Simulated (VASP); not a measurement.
# Ge in VASP: notebook, part 2 of 2

VASP 6.6.1.

### 4 Single point, PBE

Contents of INCAR:

```
SYSTEM = Ge
PREC = Accurate
ENCUT = 450
EDIFF = 1E-4
ISMEAR = 0
SIGMA = 0.05
LREAL = .False.
LASPH = .True.
NELM = 100
ALGO = Normal
ISIF = 2
LWAVE = .False.
LCHARG = .False.
GGA = PE
ADDGRID = .False.
```

Contents of KPOINTS:

```
regular mesh
0
Gamma
  6 6 4
  0 0 0
```

Contents of POSCAR:

```
Ge
1.0
    1.4880529250     -2.5946896100      0.0000000000
    1.4880529250      2.5946896100      0.0000000000
    0.0000000000      0.0000000000      4.7275957900
Ge
2
Direct
    0.3592940000      0.6730280000      0.2256240000
    0.6679590000      0.3129580000      0.7530700000
```

Potentials or basis: VASP PAW PBE potentials, release 64 (Ge_d).

Run with:

```
$ cat potpaw_PBE.64/Ge_d/POTCAR > POTCAR
$ mpirun -np 1 vasp_std > vasp.out
```

OUTCAR:

```text
SYSTEM = Ge
   PREC = Accurate
   ENCUT = 450
   EDIFF = 1E-4
   ISMEAR = 0
   LREAL = .False.
   LASPH = .True.
   NELM = 100
   ISIF = 2
   GGA = PE

 Found     76 irreducible k-points:

 Following reciprocal coordinates:
            Coordinates               Weight
  0.000000  0.000000  0.000000      1.000000
  0.166667  0.000000  0.000000      2.000000
  0.000000  0.166667  0.000000      2.000000
  0.333333  0.000000  0.000000      2.000000
  0.000000  0.333333  0.000000      2.000000
  0.500000  0.000000  0.000000      1.000000
   k-points           NKPTS =     76   k-points in BZ     NKDIM =     76   number of bands    NBANDS=     18
   number of dos      NEDOS =    301   number of ions     NIONS =      2
   total plane-waves  NPLWV =  20736
   dimension x,y,z NGX =    24 NGY =   24 NGZ =   36
   dimension x,y,z NGXF=    48 NGYF=   48 NGZF=   72
   ions per type =               2
   NGX,Y,Z   is equivalent  to a cutoff of  13.34, 13.34, 12.66 a.u.
   NGXF,Y,Z  is equivalent  to a cutoff of  26.68, 26.68, 25.32 a.u.
 SYSTEM =  Ge
   PREC   = accura    normal or accurate (medium, high low for compatibility)
   ISTART =      0    job   : 0-new  1-cont  2-samecut
   ICHARG =      2    charge: 1-file 2-atom 10-const
   ISPIN  =      1    spin polarized calculation?
   LNONCOLLINEAR =      F non collinear calculations
   LSORBIT =      F    spin-orbit coupling
   LASPH  =      T    aspherical Exc in radial PAW
   ENCUT  =  450.0 eV  33.07 Ry    5.75 a.u.   5.17  5.17  8.18*2*pi/ulx,y,z
   NELM   =    100;   NELMIN=  2; NELMDL= -5     # of ELM steps
   EDIFF  = 0.1E-03   stopping-criterion for ELM
   LREAL  =      F    real-space projection
   EDIFFG = 0.1E-02   stopping-criterion for IOM
   NSW    =      0    number of steps for IOM
   IBRION =     -1    ionic relax: 0-MD 1-quasi-New 2-CG
   NFREE  =      0    steps in history (QN), initial steepest desc. (CG)
   ISIF   =      2    stress and relaxation
   ISYM   =      2    0-nonsym 1-usesym 2-fastsym
   POTIM  = 0.5000    time-step for ionic-motion
   TEBEG  =    0.0;   TEEND  =   0.0 temperature during run
   PSTRESS=    0.0 pullay stress
   NELECT =      28.0000    total number of electrons
   NUPDOWN=      -1.0000    fix difference up-down
   EMIN   =  10.00;   EMAX   =-10.00  energy-range for DOS
   EFERMI =   0.00;   METHOD = LEGACY
   ISMEAR =     0;   SIGMA  =   0.05  broadening in eV -4-tet -1-fermi 0-gaus
   EFERMI_NEDOS =   21; number of points for ismear=-14 and -15
   IALGO  =     38    algorithm
   IMIX   =      4    mixing-type and parameters
     AMIX     =   0.40;   BMIX     =  1.00
     AMIX_MAG =   1.60;   BMIX_MAG =  1.00
  volume/ion in A,a.u.               =      18.25       123.18
  Fermi-wavevector in a.u.,A,eV,Ry     =   1.498544  2.831837 30.553703  2.245634
  Thomas-Fermi vector in A             =   2.610289
   LORBIT       =      0    0 simple, 1 ext, 2 COOP (PROOUT), +10 PAW based schemes
   GGA     = PE    functional components
   LHFCALC =     F    Hartree Fock is set to
   AEXX    =    0.0000 exact exchange contribution
   IVDW    =     0    specifies the selected vdW correction
   LEPSILON=     F    determine dielectric tensor
   LRPA    =     F    only Hartree local field effects (RPA)
 non-spin polarized calculation
 Gauss-broadening in eV      SIGMA  =   0.05
  energy-cutoff  :      450.00
  volume of cell :       36.51
 maximum number of plane-waves:       808
 NGX is ok and might be reduce to    24

 number of electron      28.0000007 magnetization

 Free energy of the ion-electron system (eV)
  ---------------------------------------------------
  ext. energy  EPLUGINS =         0.00000000
  ---------------------------------------------------
  free energy    TOTEN  =        -8.27968949 eV

  energy without entropy =       -8.27714727  energy(sigma->0) =       -8.27841838

 E-fermi :   7.2543     XC(G=0): -11.4592

 val. band max:        7.2505307159   @ k =  -0.1667   0.3333  -0.2500
 cond. band min:       7.2581781159   @ k =  -0.1667  -0.1667   0.2500
 fundamental gap:      0.0076474000
 Fermi energy:         7.2542753696

 k-point     1 :       0.0000    0.0000    0.0000
  band No.  band energies     occupation
      1     -17.6164      2.00000
      2     -17.6129      2.00000
      3     -17.6121      2.00000
      4     -17.6096      2.00000
      5     -17.6088      2.00000
      6     -17.5931      2.00000
[... 10 lines left out ...]
     17      16.0060      0.00000
     18      17.2602      0.00000

 k-point     2 :       0.1667    0.0000    0.0000
  band No.  band energies     occupation
      1     -17.6325      2.00000
      2     -17.6175      2.00000
      3     -17.6033      2.00000
      4     -17.5915      2.00000
      5     -17.5887      2.00000
      6     -17.5814      2.00000
[... 10 lines left out ...]
     17      15.8966      0.00000
     18      16.0591      0.00000

 k-point     3 :       0.0000    0.1667    0.0000
  band No.  band energies     occupation
      1     -17.6351      2.00000
      2     -17.6155      2.00000
      3     -17.6004      2.00000
      4     -17.5921      2.00000
      5     -17.5898      2.00000
      6     -17.5886      2.00000
[... 10 lines left out ...]
     17      15.7569      0.00000
     18      15.9642      0.00000

 k-point     4 :       0.3333    0.0000    0.0000
  band No.  band energies     occupation
      1     -17.6601      2.00000
      2     -17.6253      2.00000
      3     -17.6141      2.00000
      4     -17.6065      2.00000
      5     -17.5683      2.00000
      6     -17.5462      2.00000
[... 10 lines left out ...]
     17      11.8157      0.00000
     18      14.1230      0.00000

 k-point     5 :       0.0000    0.3333    0.0000
  band No.  band energies     occupation
      1     -17.6635      2.00000
      2     -17.6249      2.00000
      3     -17.6101      2.00000
      4     -17.6055      2.00000
      5     -17.5678      2.00000
      6     -17.5467      2.00000
[... 10 lines left out ...]
     17      11.5756      0.00000
     18      14.1508      0.00000

 k-point     6 :       0.5000    0.0000    0.0000
  band No.  band energies     occupation
      1     -17.6728      2.00000
      2     -17.6354      2.00000
      3     -17.6205      2.00000
      4     -17.6159      2.00000
      5     -17.5649      2.00000
      6     -17.5426      2.00000
[... 10 lines left out ...]
     17       9.4412      0.00000
     18      13.3890      0.00000

 [... further k-points ...]

------------------------ aborting loop because EDIFF is reached ----------------------------------------

  FORCE on cell =-STRESS in cart. coord.  units (eV):
  Direction    XX          YY          ZZ          XY          YZ          ZX
  --------------------------------------------------------------------------------------
  -------------------------------------------------------------------------------------
  Total        0.4975298      0.5979502      1.6603353      0.1033167     -0.0585448      0.0086872
  in kB       21.8351193     26.2422763     72.8672321      4.5342673     -2.5693589      0.3812543
  external PRESSURE =      40.3148759 kB  Pullay stress =       0.0000000 kB

 VOLUME and BASIS-vectors are now :
 -----------------------------------------------------------------------------
  energy-cutoff  :      450.00
  volume of cell :       36.51
      direct lattice vectors                 reciprocal lattice vectors
     1.488052925 -2.594689610  0.000000000     0.336009554 -0.192701277  0.000000000
     1.488052925  2.594689610  0.000000000     0.336009554  0.192701277  0.000000000
     0.000000000  0.000000000  4.727595790     0.000000000  0.000000000  0.211524006

 POSITION                                       TOTAL-FORCE (eV/Angst)
 -----------------------------------------------------------------------------------
      1.53615      0.81404      1.06666         0.014983     -0.010617      0.353627
      1.45966     -0.92112      3.56021        -0.014983      0.010617     -0.353627
 -----------------------------------------------------------------------------------
    total drift:                               -0.000124      0.000007      0.000366

  FREE ENERGIE OF THE ION-ELECTRON SYSTEM (eV)
  ---------------------------------------------------
  free  energy   TOTEN  =        -8.2796894894 eV

  energy  without entropy=       -8.2771472723  energy(sigma->0) =       -8.27841838
```

stdout:

```text
POSCAR found type information on POSCAR Ge
 POSCAR found :  1 types and       2 ions
 scaLAPACK will be used
 LDA part: xc-table for (Slater+PW92), standard interpolation
 POSCAR, INCAR and KPOINTS ok, starting setup
 FFT: planning ... GRIDC
 FFT: planning ... GRID_SOFT
 FFT: planning ... GRID
 WAVECAR not read
 entering main loop
```

Run time: 10 s. Hardware: 1 thread of Intel Xeon 6975P-C (Granite Rapids), shared host; peak memory 0.17 GiB.

These settings aren't checked as converged: the numbers below hold their error.

Results:

| Quantity | Value |
| --- | --- |
| Free energy | -8.2797 eV |
| Pressure | 4.0 GPa |
| Largest force | 0.354 eV/Å |
| Band gap on the k mesh | none (metal or under the smearing width) |

Caveat: the k mesh is coarse (spacing up to 0.41 Å⁻¹), so the values aren't converged.
